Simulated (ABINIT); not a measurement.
Input of an ABINIT 10.8.3 (patched build) run:

File run.abi:

```
# Pseudopotentials
pp_dirpath "./"
pseudos "Mg.GGA_PBE-ansatz.xml"

# Structure
acell 3.2093 3.2093 5.2103 Angstrom
rprim
     1.0000000000     0.0000000000     0.0000000000
    -0.5000000000     0.8660254038     0.0000000000
     0.0000000000     0.0000000000     1.0000000000
ntypat 1
znucl 12
natom 2
typat 1 1
xred
     0.6666666667     0.3333333333     0.7500000000
     0.3333333333     0.6666666667     0.2500000000

# Plane-wave basis
ecut 18.0
pawecutdg 36.0

# k points
kptopt 1
ngkpt 10 10 5
nshiftk 1
shiftk 0.0 0.0 0.0

# Exchange and correlation
ixc -497498
usekden 1
pawxcdev 0

# Bands and occupations
nband 14
occopt 3
tsmear 0.05 eV

# SCF cycle
nstep 100
tolvrs 1.0e-7

# Output
iomode 3
prtwf 0
prtden 0
prteig 0
prtebands 0
enunit 2
```

Potentials or basis: Ansatz PAW PBE default generated set, frozen core.

Run with:

```console
$ mpirun --bind-to none -np 4 abinit run.abi > log 2>&1
```

Problem. Estimate the pressure.

Solution. -1.1 GPa.

Problem. Predict the band gap on the k mesh.

Solution. None (metal or under the smearing width).

Stress tensor (GPa, compression positive):
```
-1.35  0.00  0.00
 0.00 -1.35  0.00
 0.00  0.00 -0.51
```

Caveat: the PAW data sets were made with another functional, which shifts forces and pressure a little.
